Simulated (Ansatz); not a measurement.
Theory: Ansatz 0.2.0, DFT PBE, scalar-relativistic, plane waves, PAW. All cells share a 420 eV cutoff and Γ-centred k meshes spaced at most about 0.3 Å⁻¹ (about 0.25 or finer for metals, 2π included). No spin polarisation.

Formation energies are uncorrected and refer to the elements' standard structures at the same level (O₂ as a molecule).

Temperature and zero-point effects are left out. Larger cells and other orderings weren't all tried, so the list isn't exhaustive. Spin–orbit coupling, which can matter for Hf, is left out.

A search for BaHf₃O₂ gave 4 distinct relaxed structures. Coordination counts O atoms around Ba and Hf (those within 1.25 times the shortest such distance or 1.15 times the sum of covalent radii; the shortest distance is added where it is long for a bond; a slash parts the counts of unlike sites). Cells relaxed within their symmetry can be saddle points.

Question: Which structure of BaHf₃O₂ came out lowest?

Answer: The one with space group P4/mmm (No. 123), reached from: random cell. It has a = 3.167 Å, c = 10.799 Å, 18.1 Å³/atom, no gap on the mesh. Around Ba lie 2 O at 2.92 Å, 4 Ba at 3.17 Å, 8 Hf at 3.85 Å, 8 O at 4.31 Å and 4 Ba at 4.48 Å; Hf on a site of symmetry 4mm is surrounded by 4 O at 2.25 Å, 8 Hf at 3.17–3.18 Å and 4 Ba at 3.85 Å; Hf on a site of symmetry 4/mmm has 2 O at 2.48 Å and 12 Hf at 3.17–3.18 Å; around O lie 4 Hf at 2.25 Å, 1 Hf at 2.48 Å and 1 Ba at 2.92 Å. Its energy over the elements is −1.48 eV/atom. It lies below the elements, which doesn't yet make it stable against other compounds or structures. An observed structure of this formula, if there is one, may be missing.

```xyz
6
Lattice="3.1670 0.0000 0.0000 0.0000 3.1670 0.0000 0.0000 0.0000 10.7991" Properties=species:S:1:pos:R:3 pbc="T T T"
Ba    0.0000    0.0000    5.3996
Hf    1.5835    1.5835    8.5363
Hf    1.5835    1.5835    2.2629
Hf    0.0000    0.0000    0.0000
O     0.0000    0.0000    2.4772
O     0.0000    0.0000    8.3219
```

Question: How much higher is the P6/mmm structure with 38.9 Å³/atom and coordination Ba 2, Hf 2/6 from 4.0 Å (reached from: random cell)?

Answer: 1.92 eV/atom. It has no gap on its mesh.

Question: How much higher is the P4/mmm structure with 19.5 Å³/atom and coordination Ba 2, Hf 4/8 from 4.0 Å (reached from: MgSc3Ru2 type (P4/mmm))?

Answer: 0.37 eV/atom. It has no gap on its mesh.

Some candidate types were left out of the draw beforehand, so a known form may be missing.
